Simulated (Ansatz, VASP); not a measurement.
**Si2W in VASP and in Ansatz**

Contents of INCAR:

```
SYSTEM = Si2W
ALGO = Normal
EDIFF = 1E-6
ENCUT = 520
GGA = PE
ISIF = 2
ISMEAR = -1
LASPH = .True.
LCHARG = .False.
LREAL = .False.
LWAVE = .False.
NBANDS = 43
NELM = 80
PREC = Accurate
SIGMA = 0.02
```

File KPOINTS:

```
k-points
0
Gamma
  6 6 4
  0 0 0
```

File POSCAR:

```
Si2W
1.0
    4.5794434783      0.0000000000      0.0000000000
   -2.2897217391      3.9659143874      0.0000000000
    0.0000000000      0.0000000000      6.6099580592
Si W
6 3
Direct
    0.8364194249      0.6728388498      0.5000000000
    0.1635805751      0.8364194249      0.8333333333
    0.6728388498      0.8364194249      0.1666666667
    0.1635805751      0.3271611502      0.5000000000
    0.8364194249      0.1635805751      0.8333333333
    0.3271611502      0.1635805751      0.1666666667
    0.0000000000      0.5000000000      0.1666666667
    0.5000000000      0.5000000000      0.8333333333
    0.5000000000      0.0000000000      0.5000000000
```

Input for Ansatz:

```yaml
crystal:
  lattice:
    - [4.5794434783, 0.0, 0.0]
    - [-2.2897217391, 3.9659143874, 0.0]
    - [0.0, 0.0, 6.6099580592]
  atoms:
    - { symbol: Si, position: [0.8364194249, 0.6728388498, 0.5] }
    - { symbol: Si, position: [0.1635805751, 0.8364194249, 0.8333333333] }
    - { symbol: Si, position: [0.6728388498, 0.8364194249, 0.1666666667] }
    - { symbol: Si, position: [0.1635805751, 0.3271611502, 0.5] }
    - { symbol: Si, position: [0.8364194249, 0.1635805751, 0.8333333333] }
    - { symbol: Si, position: [0.3271611502, 0.1635805751, 0.1666666667] }
    - { symbol: W, position: [0.0, 0.5, 0.1666666667] }
    - { symbol: W, position: [0.5, 0.5, 0.8333333333] }
    - { symbol: W, position: [0.5, 0.0, 0.5] }
kpoints:
  mp_grid: { grid: [6, 6, 4] }
  band_path:
    path:
      - [[0.0, 0.0, 0.0], [0.5, -4.008922351039e-18, -1.391813241461e-19], [0.3333333333333, 0.3333333333333, -2.783626482921e-19], [0.0, 0.0, 0.0], [-4.914636274882e-52, 8.581885464756e-37, 0.5], [0.5, -4.059076124487e-18, 0.5], [0.3333333333333, 0.3333333333333, 0.5], [-4.914636274882e-52, 8.581885464756e-37, 0.5]]
      - [[0.5, -4.059076124487e-18, 0.5], [0.5, -4.008922351039e-18, -1.391813241461e-19]]
      - [[0.3333333333333, 0.3333333333333, 0.5], [0.3333333333333, 0.3333333333333, -2.783626482921e-19]]
    npoints: 10
hamiltonian:
  xc: pbe
scf:
  occupations: { method: fermi_dirac, width: 0.02 }
  n_extra_bands: 6
output:
  forces: true
  stress: true
  eigenvalues: true
  write_density: true
  write_potential: true
  elf: true
  volumetric_format: npy
```

Measurements of this composition are mostly on another form, of space group No. 139.

Alike in both runs: task single point; functional PBE; k mesh 6 × 6 × 4; occupations fermi-dirac, width 0.02 eV; no spin polarisation.

|  | VASP | Ansatz |
| --- | --- | --- |
| version | VASP 6.6.1 | Ansatz 0.2.0 |
| potentials or method | VASP PAW PBE potentials, release 64 (Si, W_sv) | plane waves, PAW |
| plane-wave cutoff (eV) | 520 | 420 |
| valence electrons in the cell | 66 | 66 |

|  | VASP | Ansatz | Ansatz less VASP |
| --- | --- | --- | --- |
| pressure (GPa) | 4.8 | 4.7 | -0.10 |
| largest component of the traceless stress (GPa) | 0.14 | 0.14 | -0.004 |

With one functional, cell and mesh, what is left measures potentials, basis and numerics.

Caveats: spin-orbit coupling is left out, which moves the levels of the heavy elements.
